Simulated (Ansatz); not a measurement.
# SiC (Moissanite) (P6_3mc) in Ansatz: further runs

One crystal, SiC (Moissanite), is run at these levels: revPBE, BLYP, PBEsol+D3(BJ); tasks: relaxation of cell and atoms.

All numbers are computed with Ansatz 0.2.0; they aren't measurements. Logs are shortened: lines on timing, memory, paths and dates and some standing lists are left out, and cuts for length are marked.

**1. The crystal as given**

Symmetry: P6_3mc, No. 186, hexagonal system. Conventional cell: a = 3.076 Å, b = 3.076 Å, c = 5.048 Å, α = 90.00°, β = 90.00°, γ = 120.00°. Si (site symmetry 3m) has 4 C at 1.87 to 1.94 Å as nearest neighbours. C (site symmetry 3m) has 4 Si at 1.87 to 1.94 Å as nearest neighbours.

**2. Relaxation of cell and atoms, revPBE**

The input, input.yaml:

```yaml
crystal:
  lattice:
    - [3.076, 0.0, 0.0]
    - [-1.538, 2.663894142, 0.0]
    - [0.0, 0.0, 5.048]
  atoms:
    - { symbol: Si, position: [0.6666666667, 0.3333333333, 0.5] }
    - { symbol: Si, position: [0.3333333333, 0.6666666667, 0.0] }
    - { symbol: C, position: [0.6666666667, 0.3333333333, 0.885] }
    - { symbol: C, position: [0.3333333333, 0.6666666667, 0.385] }
hamiltonian:
  xc: revpbe
  pseudopotentials: { kind: paw }
kpoints:
  mp_grid: { grid: [10, 10, 5] }
scf:
  occupations: { method: fermi_dirac, width: 0.05 }
output:
  forces: true
  stress: true
relax:
  f_tol: 0.01
  max_steps: 40
  cell: { stress_tol: 0.05 }
```

Potentials or basis: Ansatz PAW.

The run is started by

```sh
$ ansatz run input.yaml --threads 2 --pin off --max-ram 5632MiB --backend cpu --events-out ev --progress --plain --runs-dir out
```

Log:

```text
Warning: RAYON_NUM_THREADS=2 ignored (pool sized by the plan → 2); use --threads N
Engine: ansatz 0.2.0, x86_64-unknown-linux-gnu
Pseudopotentials: kind: paw
Pseudopotential: Si, paw, valence charge 4, recommended cutoff 420 eV (normal), Si.paw.azcp
Pseudopotential: C, paw, valence charge 4, recommended cutoff 420 eV (normal), C.paw.azcp
Functional definition: revPBE
  parameter kappa = 1.245
  parameter beta = 0.06672455060314922
  exchange = pbe_x(kappa = kappa, mu = beta*pi^2/3)
  correlation = pbe_c(beta = beta)
Crystal: 4 atoms, lattice volume = 41.364 Å³
Basis set: ecut = 420 eV, 785 PW (Γ), exchange–correlation on 48×48×72 points (8 copies of the dense FFT grid, shifted against one another)
Bands: 12, of which v1, the nominal top of the filled ones, is band 8 counted from 1 (7 counted from 0)
Symmetry: 12 space group operations
Space group: P63mc (ITA 186), of the structure as read, at distance tolerance 3.5e-5 Å
k-points: 42 of 500 (time reversal used)
Non-local potential: Si, projectors of the file, l = 0: 2, l = 1: 2, l = 2: 2
Non-local potential: C, projectors of the file, l = 0: 2, l = 1: 2, l = 2: 1
PAW form: soft (Blöchl's): semilocal exchange-correlation on the pseudo side does not see the compensation charge
PAW frozen core: Si, regenerated for the run's functional, and the local potential with it (the file was generated under x = pbe(κ = 0.804, μ = 0.2195149727645171), c = pbe(β = 0.06672455060314922))
PAW frozen core: C, regenerated for the run's functional, and the local potential with it (the file was generated under x = pbe(κ = 0.804, μ = 0.2195149727645171), c = pbe(β = 0.06672455060314922))
PAW one-centre angular grid: Si, 110 points (default); XC on 64 Gauss nodes
PAW one-centre angular grid: C, 110 points (default); XC on 64 Gauss nodes
Initial density: superposition of atomic densities (neutral atoms: chi_scale 0, normalization atom), corrected by the library's trained network
Initial wavefunctions: pseudopotential atomic-orbital guess
Functional: x = revpbe(κ = 1.245, μ = 0.2195149727645171), c = pbe(β = 0.06672455060314922)
SCF iter   1: F=—  HF=-1780.483315 eV  |F-HF|=—  |Δ(HF+E_count)|=         —  Δρ=3.15e-3  dr2=3.03e-3  ethr=1.77e-3  ⟨swp⟩=5.3  Hψ=3320  notcnv=0
preconditioner: auto → none  [insulator: Δε(μ)=2.481 eV  Ē_g=11.949 eV  σ=0.050 eV  W_gap=1.00  n_scr=2 (ndim 8)  ℏωp=23.1 eV  f_vac=0.000  D(μ)=0.00/eV (n_scr^D=0)  ε∞_Penn≈4.7]
SCF iter   2: F=—  HF=-1780.482936 eV  |F-HF|=—  |Δ(HF+E_count)|=   3.80e-4  Δρ=1.03e-3  dr2=2.94e-4  ethr=1.89e-5  ⟨swp⟩=2.3  Hψ=1182  notcnv=0
SCF iter   3: F=—  HF=-1780.482925 eV  |F-HF|=—  |Δ(HF+E_count)|=   1.08e-5  Δρ=4.76e-4  dr2=3.99e-5  ethr=1.84e-6  ⟨swp⟩=2.7  Hψ=897  notcnv=0
SCF iter   4: F=—  HF=-1780.482936 eV  |F-HF|=—  |Δ(HF+E_count)|=   1.10e-5  Δρ=6.85e-5  dr2=7.46e-7  ethr=2.50e-7  ⟨swp⟩=2.1  Hψ=817  notcnv=0
iter 5 did not close the SCF: its close was put off for the readings that it lacked (scf_convergence_deferred on its scf_iter line)
SCF iter   5: F=-1780.482938 eV  HF=-1780.482937 eV  |F-HF|=1.43e-8  |Δ(HF+E_count)|=   1.60e-6  Δρ=9.11e-6  dr2=2.29e-8  ethr=4.66e-9  ⟨swp⟩=2.0  Hψ=836  notcnv=0
SCF iter   6: F=-1780.482938 eV  HF=-1780.482938 eV  |F-HF|=9.01e-10  |Δ(HF+E_count)|=   2.29e-8  Δρ=1.70e-6  dr2=7.60e-10  ethr=1.43e-10  ⟨swp⟩=2.0  Hψ=1820  notcnv=0
SCF 1 converged in 6 iterations: F = -1780.482938 eV  dr2 = 7.60e-10
relax step   1: F+E_penalty+E_count = -1780.48293751 eV  Δ(F+E_penalty+E_count) = +0.000e0 eV  max|allowed force component| = 7.593e-1 eV/Å  Δτ_max = 0.0000 Å  P = +6.149 GPa  Ω = 41.364 Å³  (6 SCF iters, dr2 threshold 1.00e-7 eV, accepted)
Crystal: 4 atoms, lattice volume = 41.962 Å³
Basis set: ecut = 420 eV, 809 PW (Γ), exchange–correlation on 48×48×72 points (8 copies of the dense FFT grid, shifted against one another)
Initial density: handed on by an earlier stage of this run
Initial wavefunctions: those handed on with the density
iter 1 solved again at ethr=5.66e-5 eV; its pass at ethr=3.10e-3 eV (dr2=9.05e-3 eV) is discarded
SCF iter   1: F=—  HF=-1780.521173 eV  |F-HF|=—  |Δ(HF+E_count)|=         —  Δρ=4.34e-3  dr2=8.91e-3  ethr=5.66e-5  ⟨swp⟩=1.0  Hψ=3278  notcnv=0
preconditioner: auto → none  [insulator: Δε(μ)=2.533 eV  Ē_g=11.837 eV  σ=0.050 eV  W_gap=1.00  n_scr=2 (ndim 8)  ℏωp=22.9 eV  f_vac=0.000  D(μ)=0.00/eV (n_scr^D=0)  ε∞_Penn≈4.8]
[... 39 lines left out ...]
SCF iter   1: F=—  HF=-1780.539643 eV  |F-HF|=—  |Δ(HF+E_count)|=         —  Δρ=1.17e-4  dr2=1.05e-6  ethr=4.60e-8  ⟨swp⟩=3.1  Hψ=4820  notcnv=0
SCF iter   2: F=—  HF=-1780.539584 eV  |F-HF|=—  |Δ(HF+E_count)|=   5.92e-5  Δρ=5.74e-5  dr2=2.10e-7  ethr=6.54e-9  ⟨swp⟩=2.0  Hψ=836  notcnv=0
SCF iter   3: F=—  HF=-1780.539585 eV  |F-HF|=—  |Δ(HF+E_count)|=   6.38e-7  Δρ=2.21e-5  dr2=3.20e-8  ethr=1.31e-9  ⟨swp⟩=2.9  Hψ=927  notcnv=0
SCF iter   4: F=—  HF=-1780.539585 eV  |F-HF|=—  |Δ(HF+E_count)|=   1.13e-7  Δρ=1.32e-6  dr2=3.02e-10  ethr=2.00e-10  ⟨swp⟩=2.0  Hψ=840  notcnv=0
SCF iter   5: F=-1780.539585 eV  HF=-1780.539585 eV  |F-HF|=8.19e-12  |Δ(HF+E_count)|=  3.10e-10  Δρ=2.08e-7  dr2=8.23e-12  ethr=1.00e-12  ⟨swp⟩=5.0  Hψ=1855  notcnv=0
SCF 6 converged in 5 iterations: F = -1780.539585 eV  dr2 = 8.23e-12
relax step   6: F+E_penalty+E_count = -1780.53958472 eV  Δ(F+E_penalty+E_count) = -1.976e-3 eV  max|allowed force component| = 7.112e-4 eV/Å  Δτ_max = 0.0000 Å  P = +0.086 GPa  Ω = 42.469 Å³  stress off target by 8.85e-2 GPa  SCF on the basis re-selected at this cell (its energy is not comparable with the rows above)  (5 SCF iters)
basis re-selected at this cell: Δ(F+E_penalty+E_count) = -1.976e-3 eV, ΔP = +0.081 GPa vs the last step (what re-selecting the basis moved, of the pressure what is left beyond the Pulay correction that the steps carried, after the strain that the cell walked since its last selection, with what the two solves' SCF thresholds leave and, on support functions, any second-order correction that the steps lacked; it is no measure of the basis error at this ecutwfc). This SCF's stress stands 8.85e-2 GPa from its target on what of the cell is left free (relax.cell.stress_tol is 5.00e-2 GPa) and its largest allowed force component is 7.11e-4 eV/Å (relax.f_tol is 1.00e-2 eV/Å): not within both, so this SCF does not close the relaxation
Crystal: 4 atoms, lattice volume = 42.486 Å³
iter 1 solved again at ethr=3.02e-8 eV; its pass at ethr=3.10e-3 eV (dr2=4.83e-6 eV) is discarded
SCF iter   1: F=—  HF=-1780.539624 eV  |F-HF|=—  |Δ(HF+E_count)|=         —  Δρ=9.46e-5  dr2=4.72e-6  ethr=3.02e-8  ⟨swp⟩=1.0  Hψ=3072  notcnv=0
preconditioner: auto → none  [insulator: Δε(μ)=2.506 eV  Ē_g=11.768 eV  σ=0.050 eV  W_gap=1.00  n_scr=2 (ndim 8)  ℏωp=22.8 eV  f_vac=0.000  D(μ)=0.00/eV (n_scr^D=0)  ε∞_Penn≈4.7]
SCF iter   2: F=—  HF=-1780.539563 eV  |F-HF|=—  |Δ(HF+E_count)|=   6.09e-5  Δρ=2.21e-5  dr2=1.65e-7  ethr=2.95e-8  ⟨swp⟩=2.0  Hψ=822  notcnv=0
SCF iter   3: F=—  HF=-1780.539563 eV  |F-HF|=—  |Δ(HF+E_count)|=   3.75e-8  Δρ=7.18e-6  dr2=1.97e-8  ethr=1.22e-10  ⟨swp⟩=4.9  Hψ=1812  notcnv=0
SCF iter   4: F=-1780.539563 eV  HF=-1780.539563 eV  |F-HF|=3.00e-10  |Δ(HF+E_count)|=   2.73e-9  Δρ=1.27e-6  dr2=5.03e-10  ethr=1.22e-10  ⟨swp⟩=4.0  Hψ=1669  notcnv=0
SCF 7 converged in 4 iterations: F = -1780.539563 eV  dr2 = 5.03e-10
relax step   7: F+E_penalty+E_count = -1780.53956323 eV  Δ(F+E_penalty+E_count) = +2.148e-5 eV  max|allowed force component| = 1.448e-4 eV/Å  Δτ_max = 0.0000 Å  P = +0.002 GPa  Ω = 42.486 Å³  energy of the carried Pulay correction = -2.615e-5 eV  (4 SCF iters, dr2 threshold 1.96e-8 eV, accepted)
iter 1 solved again at ethr=5.10e-8 eV; its pass at ethr=3.10e-3 eV (dr2=8.16e-6 eV) is discarded
SCF iter   1: F=—  HF=-1780.539660 eV  |F-HF|=—  |Δ(HF+E_count)|=         —  Δρ=6.10e-6  dr2=7.70e-9  ethr=5.10e-8  ⟨swp⟩=3.2  Hψ=4810  notcnv=0
preconditioner: auto → none  [insulator: Δε(μ)=2.507 eV  Ē_g=11.769 eV  σ=0.050 eV  W_gap=1.00  n_scr=2 (ndim 8)  ℏωp=22.8 eV  f_vac=0.000  D(μ)=0.00/eV (n_scr^D=0)  ε∞_Penn≈4.7]
SCF iter   2: F=—  HF=-1780.539601 eV  |F-HF|=—  |Δ(HF+E_count)|=   5.90e-5  Δρ=3.15e-6  dr2=2.82e-9  ethr=4.81e-11  ⟨swp⟩=3.2  Hψ=1112  notcnv=0
SCF iter   3: F=—  HF=-1780.539601 eV  |F-HF|=—  |Δ(HF+E_count)|=  2.63e-10  Δρ=1.90e-6  dr2=6.91e-10  ethr=1.76e-11  ⟨swp⟩=2.0  Hψ=783  notcnv=0
SCF iter   4: F=—  HF=-1780.539601 eV  |F-HF|=—  |Δ(HF+E_count)|=  2.87e-10  Δρ=6.62e-7  dr2=1.09e-10  ethr=4.32e-12  ⟨swp⟩=2.0  Hψ=817  notcnv=0
SCF iter   5: F=-1780.539601 eV  HF=-1780.539601 eV  |F-HF|=1.36e-12  |Δ(HF+E_count)|=  2.61e-11  Δρ=6.30e-8  dr2=1.58e-12  ethr=1.00e-12  ⟨swp⟩=4.8  Hψ=1774  notcnv=0
SCF 8 converged in 5 iterations: F = -1780.539601 eV  dr2 = 1.58e-12
relax step   8: F+E_penalty+E_count = -1780.53960125 eV  Δ(F+E_penalty+E_count) = -3.802e-5 eV  max|allowed force component| = 1.479e-4 eV/Å  Δτ_max = 0.0000 Å  P = +0.003 GPa  Ω = 42.486 Å³  stress off target by 3.23e-3 GPa  SCF on the basis re-selected at this cell (its energy is not comparable with the rows above)  (5 SCF iters)
basis re-selected at this cell: Δ(F+E_penalty+E_count) = -3.802e-5 eV, ΔP = +0.001 GPa vs the last step (what re-selecting the basis moved, of the pressure what is left beyond the Pulay correction that the steps carried, after the strain that the cell walked since its last selection, with what the two solves' SCF thresholds leave and, on support functions, any second-order correction that the steps lacked; it is no measure of the basis error at this ecutwfc). This SCF's stress stands 3.23e-3 GPa from its target on what of the cell is left free (relax.cell.stress_tol is 5.00e-2 GPa) and its largest allowed force component is 1.48e-4 eV/Å (relax.f_tol is 1.00e-2 eV/Å): within both
SCF converged after 5 iterations
Free energy (F): -1780.539601 eV
Harris-Foulkes:  -1780.539601 eV  (|F-HF|=1.36e-12)
Internal energy: -1780.539601 eV  (E = F + TS)
E sigma→0 (E₀):  -1780.539601 eV
Fermi energy:    10.611355 eV
--- Per-component energies (eV) ---
  E_band       = 54.421040
  E_kinetic    = 268.601351
  E_local      = -211.923970  (includes V_loc(G=0)·N_el)
  E_nonlocal   = 101.208437
  E_hartree    = 65.555328
  E_xc         = -210.393515
  E_vxc        = -217.550638  (∫ρ·V_xc dr)
  E_paw        = -1229.745662  (= ΣΔE_a)
  E_vpaw       = -17.024814  (= ΣTr[D̂ρ^β])
  E_aug_tail   = 0.000024  (compensation charges beyond the density's cutoff)
  E_ewald      = -563.780327
  E_core_change = -0.061266  (= ΣΔE_core)
  E_smearing   = -0.000000  (= −TS)
  E_closure    = 0.000000  (closes the sum)
  Σ components = -1780.539601   (vs F -1780.539601, Δ=0.00e0)
--- Forces (eV/Å), atoms counted from 1 ---
  atom   1  Si    -0.00000000     0.00000000    -0.00014742
  atom   2  Si    -0.00000000    -0.00000000    -0.00014742
  atom   3  C     -0.00000000     0.00000000     0.00014838
  atom   4  C      0.00000000    -0.00000000     0.00014838
  max |Σ_I F_I| component: 1.91e-6 eV/Å
--- Stress (GPa, compression-positive) ---
        0.002408       0.000000       0.000000
        0.000000       0.002408       0.000000
        0.000000       0.000000       0.003230
  P = ⅓ Tr σ = 0.0027 GPa (0.027 kbar)
--- Relaxed structure (6 steps of the walk, 6 accepted, 2 SCFs on fresh bases) ---
  F+E_penalty+E_count = -1780.53960125 eV   max|allowed force component| = 1.479e-4 eV/Å   (the final SCF, on the basis selected at the relaxed cell)
  cell:  # Å, volume = 42.4862 Å³
    - [3.1036190427545773, 0.0, 2.8549687111299243e-35]
    - [-1.5518095213772887, 2.687812934694606, 8.462417367827963e-35]
    - [4.6852672476900466e-35, 1.8741068990760187e-34, 5.093078232156873]
  atoms:
    - { symbol: Si, position: [0.6666666666666666, 0.3333333333333333, 0.5045693438261679] }
    - { symbol: Si, position: [0.3333333333333333, 0.6666666666666666, 0.004569343826167821] }
    - { symbol: C, position: [0.6666666666666666, 0.3333333333333333, 0.8804306561738322] }
    - { symbol: C, position: [0.3333333333333333, 0.6666666666666666, 0.38043065617383226] }
```

Run time: 21 s. Hardware: 2 threads of Intel Xeon at 2.50GHz (Skylake/Cascade Lake), shared host; peak memory 0.36 GiB.

Results:

```
Free energy                            : -1780.5396 eV
Relaxed volume                         : 10.62 Å³/atom
Relaxed cell                           : a = 3.104 Å, b = 3.104 Å, c = 5.093 Å, α = 90.00°, β = 90.00°, γ = 120.00°
Space group after relaxing (to 0.05 Å) : P6_3mc (No. 186)
Energy gained by relaxing              : 14.2 meV/atom
Ionic steps                            : 8
Pressure after relaxing                : 0.0 GPa
Band gap on the k mesh                 : 2.51 eV
```

The path:
| step | energy change (eV) | largest force (eV/Å) | volume (Å³) |
| --- | --- | --- | --- |
| 1 | 0.0000 | 0.7593 | 41.36 |
| 2 | -0.0356 | 0.4365 | 41.96 |
| 3 | -0.0536 | 0.0057 | 42.60 |
| 4 | -0.0546 | 0.0111 | 42.48 |
| 5 | -0.0547 | 0.0008 | 42.47 |
| 6 | -0.0566 | 0.0007 | 42.47 |
| 7 | -0.0566 | 0.0001 | 42.49 |
| 8 | -0.0567 | 0.0001 | 42.49 |

Final structure:
```
Si C
1.0
     3.10362    0.00000    0.00000
    -1.55181    2.68781    0.00000
     0.00000    0.00000    5.09308
Si C
2 2
Direct
  0.66667 0.33333 0.50457
  0.33333 0.66667 0.00457
  0.66667 0.33333 0.88043
  0.33333 0.66667 0.38043
```

Caveat: odd divisions of the mesh miss points on the zone boundary, where band edges often lie, so the gap on the mesh can be too wide; the plane-wave basis is chosen anew once the cell has moved, so the energies of steps on either side of that aren't comparable; the PAW data sets come from PBE, with cores solved anew for the run's functional, which leaves a small shift of forces and pressure.

(Continued in part 2 of 2.)
